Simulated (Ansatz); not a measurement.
# AlCu3 in Ansatz: convergence with n extra bands

Input of the first run (n extra bands 1); the others differ in this setting and in those tied to it:

input.yaml

```yaml
crystal:
  lattice:
    - [0.0, 2.888010988, 2.888010988]
    - [2.888010988, 0.0, 2.888010988]
    - [2.888010988, 2.888010988, 0.0]
  atoms:
    - { symbol: Cu, position: [0.75, 0.75, 0.75] }
    - { symbol: Cu, position: [0.25, 0.25, 0.25] }
    - { symbol: Cu, position: [0.5, 0.5, 0.5] }
    - { symbol: Al, position: [0.0, 0.0, 0.0] }
hamiltonian:
  xc: r2scan
  pseudopotentials: { kind: paw }
kpoints:
  mp_grid: { grid: [7, 7, 7] }
scf:
  occupations: { method: methfessel_paxton, width: 0.05 }
  n_extra_bands: 1
output:
  forces: true
  stress: true
  eigenvalues: true
```

Potentials or basis: Ansatz PAW.

Command:

```console
$ ansatz run input.yaml --threads 2 --pin off --max-ram 5632MiB --backend cpu --events-out ev --progress --plain --runs-dir out
```

The cell comes from a database or a generator and needn't be the stable form of this composition.

Hardware: 2 threads of Arm Neoverse V2 (shared host).

```
n extra bands  energy less the tightest run, at zero smearing (meV/atom)  SCF cycles  CPU time (s)  peak memory (GiB)
            1                                                       0.00           8           4.7               0.43
            2                                                       0.00           8           4.2               0.44
            4                                                       0.00           8           4.3               0.44
            8                                                       0.00           8           4.7               0.44
           16                                                       0.00           8           5.3               0.44
           32                                                       0.00           8           6.4               0.45
```

Against the tightest run, the energy stays within 1 meV/atom from 1 on. The tightest run that finished is the yardstick and may itself not be fully converged.
